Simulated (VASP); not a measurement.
# Uniaxial [001] stress on BAs (F-43m) at LDA: Young's modulus, Poisson ratio and the limits of linear elasticity up to 2 % strain

A BAs heat spreader bonded to a device is strained whenever the parts expand differently, and a stress model of the joint needs the stiffness of BAs and its sideways response. It also needs the strain up to which constant moduli may be used. We calculate the transverse strain, the stress and the strain energy for imposed strains from −2 % to +2 % along [001], with the crystal free to relax across the axis. Strains and energies are measured from the LDA-relaxed cubic crystal, and tension is positive. The series yields Young's modulus and the Poisson ratio for [001], and from these the cubic constants C₁₁ and C₁₂ and the bulk modulus.

## Method

The start is a typed prototype cell. The crystal was relaxed with LDA. Strain is imposed along [001]; the strain across the axis is adjusted until the stress across it vanishes, and the atoms are relaxed with LDA. VASP 6.6.1, plane waves with PAW, cutoff 480 eV, no spin polarisation, no spin-orbit coupling, k mesh 11×11×11, static lattice.

Notes on method and selection:

- Runs that did not converge, have known faults or may not be shown are not listed, and runs on Ansatz's PAW sets soft_1 and soft_2 are kept to separate tables.

Columns:

- strain (%): strain along the axis (tension positive).
- gap (eV): band gap on the k mesh at LDA.
- transverse strain (%): strain across the axis.
- stress (GPa): stress along the axis, tension positive.
- strain energy (meV/atom): energy per atom above the relaxed crystal.

## The series

```
member  strain (%)  gap (eV)  transverse strain (%)  stress (GPa)  strain energy (meV/atom)
−2 %    −2.0        0.753     0.450                  −5.07         4.29
−1.5 %  −1.5        0.849     0.332                  −3.81         2.42
−1 %    −1.0        0.945     0.218                  −2.55         1.08
−0.5 %  −0.5        1.041     0.107                  −1.28         0.28
0 %     0.0         1.136     0.000                  0.00          0.00
+0.5 %  0.5         1.093     −0.103                 1.28          0.26
+1 %    1.0         1.050     −0.204                 2.57          1.05
+1.5 %  1.5         1.008     −0.300                 3.86          2.37
+2 %    2.0         0.966     −0.394                 5.15          4.22
```

Least-squares fits to the whole series, with x = strain (%); R² and errors in the fitted variable (y, or ln y where the fit is in ln y):

```
y                      members  fit                     R²    rms residual  leave-one-out rms  the same for the mean of the others
transverse strain (%)  9        y = 0.01178 − 0.2109 x  1.00  0.010         0.015              0.31
stress (GPa)           9        y = 0.01667 + 2.556 x   1.00  0.016         0.022              3.7
```

## Mechanism

From −2 % to +2 % the stress rises from −5.07 to 5.15 GPa, while the transverse strain falls from 0.450 to −0.394 %. The strain energy grows roughly as the square of the strain, to just over 4 meV/atom at both ends. The gap, in contrast, is largest in the unstrained row and falls for both signs of strain, because the strain splits band-edge states that are equivalent in the cubic crystal.

The simplest elastic model assumes that the energy is quadratic in the strains, that the stiffness is that of the unstrained cubic crystal, and that the stress across the axis is zero. Symmetry holds both atoms at their sites, so no internal displacement enters.

Let x be the axial strain and t the transverse strain.

1. The stress across the axis is C₁₂x + (C₁₁ + C₁₂)t. Setting it to zero gives t = −νx, with ν = C₁₂/(C₁₁ + C₁₂).
2. The stress along the axis is C₁₁x + 2C₁₂t. Inserting t gives σ = Ex, with E = (C₁₁ − C₁₂)(1 + ν).
3. Only the axial stress does work, so the energy per volume is σx/2. Per atom this becomes U = ax², where a is half of E times the volume per atom. That volume is not shown in the table, so a is kept as a third parameter.

Read backwards, the first two steps give the cubic constants:

- C₁₁ − C₁₂ = E/(1 + ν)
- C₁₂ = (C₁₁ − C₁₂)ν/(1 − 2ν)
- bulk modulus B = (C₁₁ + 2C₁₂)/3

The shear constant C₄₄ does not enter, since a strain along [001] leaves the cube axes at right angles.

## Fixing and testing the model

We fix the three parameters on the −1 % and +1 % members, with x in %:

- ν = (0.218 + 0.204) / 2 = 0.211
- E = (2.55 + 2.57) / 2 = 2.56 GPa per %, or 2.56 × 100 = 256 GPa
- a = (1.08 + 1.05) / 2 = 1.065 meV/atom per %²

The cubic constants follow:

- C₁₁ − C₁₂ = 256 / (1 + 0.211) = 211 GPa
- C₁₂ = 211 × 0.211 / (1 − 2 × 0.211) = 77 GPa
- C₁₁ = 211 + 77 = 288 GPa
- B = (288 + 2 × 77) / 3 = 147 GPa

The model is then applied to four members at larger strain.

**−2 %**
- transverse strain: 0.211 × 2.0 = 0.422 %; table 0.450 %
- stress: −2.56 × 2.0 = −5.12 GPa; table −5.07 GPa
- energy: 1.065 × 4.0 = 4.26 meV/atom; table 4.29 meV/atom

**−1.5 %**
- transverse strain: 0.211 × 1.5 = 0.317 %; table 0.332 %
- stress: −2.56 × 1.5 = −3.84 GPa; table −3.81 GPa
- energy: 1.065 × 1.5² = 2.40 meV/atom; table 2.42 meV/atom

**+1.5 %**
- transverse strain: −0.211 × 1.5 = −0.317 %; table −0.300 %
- stress: 2.56 × 1.5 = 3.84 GPa; table 3.86 GPa
- energy: 1.065 × 1.5² = 2.40 meV/atom; table 2.37 meV/atom

**+2 %**
- transverse strain: −0.211 × 2.0 = −0.422 %; table −0.394 %
- stress: 2.56 × 2.0 = 5.12 GPa; table 5.15 GPa
- energy: 1.065 × 4.0 = 4.26 meV/atom; table 4.22 meV/atom

Stress and energy are met to about 1 %, the transverse strain only to 5–7 %.

## Departures from the trend

Largest departures from the fit to the whole series:

```
member  transverse strain (%)  fit     computed − fit  in rms residuals
−2 %    0.450                  0.434   +0.016          1.6
+2 %    −0.394                 −0.410  +0.016          1.6
0 %     0.000                  0.012   −0.012          1.2
−0.5 %  0.107                  0.117   −0.010          1.0
```

The transverse strain departs first. Computed minus linear is 0.450 − 0.422 = 0.028 % at −2 % and −0.394 + 0.422 = 0.028 % at +2 %, about 7 % of the value in tension. The same sign on both sides points to a term in x², so the assumption of a quadratic energy fails. The likely cause is bond anharmonicity: bonds soften when stretched and stiffen when squeezed, which favours a slightly larger cross-section in either case. The coefficient of this term is 0.028 / 2.0² = 0.007, and t = −0.211x + 0.007x² (both strains in %) meets every row to about 0.001 %, against an rms residual of 0.010 % for the straight-line fit.

The stress departs by +0.05 GPa at −2 % and +0.03 GPa at +2 %. This is mostly geometry, because the stress refers to the strained cross-section. Per original area, the +2 % value is 5.15 × (1 − 0.394 / 100)² = 5.11 GPa and the −2 % value is −5.07 × (1 + 0.450 / 100)² = −5.12 GPa.

The energy is lower in tension than in compression by 0.03 meV/atom at 1 % and 0.07 meV/atom at 2 %. An anharmonic term would grow eightfold between these strains. The likelier cause is numerical: at fixed cutoff a larger cell holds more plane waves, which lowers its energy slightly.

## What to take away

For stress and stored energy under uniaxial load along [001], constant moduli serve over the whole calculated range of ±2 %. For the sideways strain they are good to about 3 % at ±1 %, and beyond that the quadratic term is worth keeping.

Stress divided by strain varies only from 5.07 / 2.0 = 2.54 to 5.15 / 2.0 = 2.58 GPa per %, a spread of under 2 %. Two omitted effects can exceed this. A gradient-corrected functional in place of LDA would typically lower the moduli by roughly 5–10 %. Zero-point and thermal motion at room temperature would lower them by perhaps a few per cent. In a device model, the uncertainty of the modulus itself therefore outweighs the error of treating the stress as linear.

[Logs are printed without paths, hosts, clocks, repeated set-up lines and the standing remarks that a program may print on its own settings, such as how far it seeks lower states.]
